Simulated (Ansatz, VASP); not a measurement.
# One calculation of Hf, two programs

```
CELL_PARAMETERS angstrom
3.13144 0.00000 0.00000
-1.56572 2.71191 0.00000
0.00000 0.00000 4.95455
ATOMIC_POSITIONS crystal
Hf 0.33333 0.66667 0.25000
Hf 0.66667 0.33333 0.75000
```

Change from the starting cell: volume scaled by 0.94, crystal datasets.

Alike in both runs: task electric field gradients; functional PBEsol; k mesh 13 × 13 × 7; occupations fermi-dirac, width 0.05 eV; no spin polarisation.

|  | VASP | Ansatz |
| --- | --- | --- |
| version | VASP 6.6.1 | Ansatz 0.2.0 |
| potentials or method | VASP PAW PBE potentials, release 64 (Hf_pv), cutoff 520 eV | all-electron PAW with datasets made for the crystal, scalar-relativistic |

|  | VASP | Ansatz | Ansatz less VASP |
| --- | --- | --- | --- |
| pressure (GPa) | 2.9 | 3.3 | +0.41 |
| largest component of the traceless stress (GPa) | 0.15 | 0.23 | +0.083 |
| Vzz of the field gradient on the site that differs most (V/Å²) | 95.0 | 104.6 | +9.58 |

Ansatz ran all-electron here, so the differences hold the error of VASP's frozen core and of both bases. Ansatz warned: «gradients_without_spin_orbit».

Caveats: the PAW data sets were made with another functional, which shifts forces and pressure a little (VASP). The runs have no spin-orbit coupling, so splittings on Hf are missing.
